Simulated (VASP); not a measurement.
# CdSe (Cadmoselite): relaxation of cell and atoms with AM05

The system is CdSe (Cadmoselite).

```xyz
4
Lattice="4.3000 0.0000 0.0000 -2.1500 3.7239 0.0000 0.0000 0.0000 7.0200" Properties=species:S:1:pos:R:3 pbc="T T T"
Cd    0.0000    2.4826    0.0000
Cd    2.1500    1.2413    3.5100
Se    0.0000    2.4826    2.7027
Se    2.1500    1.2413    6.2127
```

```json
{"Program": "VASP 6.6.1", "Task": "relaxation of cell and atoms", "Functional": "AM05", "Potentials or basis": "VASP PAW PBE potentials, release 64 (Cd, Se)", "Cutoff": "600 eV", "k mesh": "9 × 9 × 4", "Occupations": "gaussian, width 0.03 eV", "Spin": "no spin polarisation", "Further INCAR settings": "ALGO = Normal; EDIFF = 1e-06; IBRION = 2; EDIFFG = -0.01; NSW = 90; ISIF = 3"}
```

```json
{
  "Relaxed volume": "28.61 Å³/atom",
  "Relaxed cell": "a = 4.326 Å, b = 4.326 Å, c = 7.061 Å, α = 90.00°, β = 90.00°, γ = 120.00°",
  "Space group after relaxing (to 0.05 Å)": "P6_3mc (No. 186)",
  "Energy gained by relaxing": "6.0 meV/atom",
  "Ionic steps": "8",
  "Pressure after relaxing": "0.0 GPa",
  "Largest force after relaxing": "0.007 eV/Å",
  "Band gap on the k mesh": "0.61 eV, direct"
}
```

Forces in eV/Å, atoms in the order of the input:
```
Cd   0.000  0.000 -0.007
Cd   0.000  0.000 -0.007
Se   0.000  0.000  0.007
Se   0.000  0.000  0.007
```

The path:
```tsv
step	energy change (eV)	largest force (eV/Å)	pressure (GPa)	volume (Å³)
1	0.0000	0.2681	0.98	112.41
2	-0.0194	0.0691	-0.35	115.23
3	-0.0196	0.0879	-0.23	114.96
4	-0.0213	0.0464	-0.01	114.44
5	-0.0216	0.0271	0.08	114.21
6	-0.0226	0.0243	0.06	114.26
7	-0.0238	0.0159	0.00	114.39
8	-0.0239	0.0072	-0.01	114.43
```

Final structure:
```
Cd Se
1.0
     4.32583    0.00000    0.00000
    -2.16291    3.74628    0.00000
     0.00000    0.00000    7.06083
Cd Se
2 2
Direct
  0.33333 0.66667 0.00474
  0.66667 0.33333 0.50474
  0.33333 0.66667 0.38026
  0.66667 0.33333 0.88026
```

Levels at points of the mesh, in eV from the valence-band top:
| k point | band 16 | band 17 | band 18 | band 19 | band 20 | band 21 |
| --- | --- | --- | --- | --- | --- | --- |
| (0.00, 0.00, 0.00) | -0.05 | 0.00 | 0.00 | 0.61 | 2.16 | 5.83 |
| (0.00, 0.00, 0.50) | -0.39 | -0.39 | -0.39 | 2.32 | 2.32 | 5.83 |

Wall time 3.4 min on 1 thread of Intel(R) Xeon(R) 6975P-C (Granite Rapids), with other jobs on the host, peak memory 0.33 GiB.

Caveat: the PAW data sets were made with another functional, which shifts forces and pressure a little. Zero-point motion and thermal expansion aren't in these numbers.
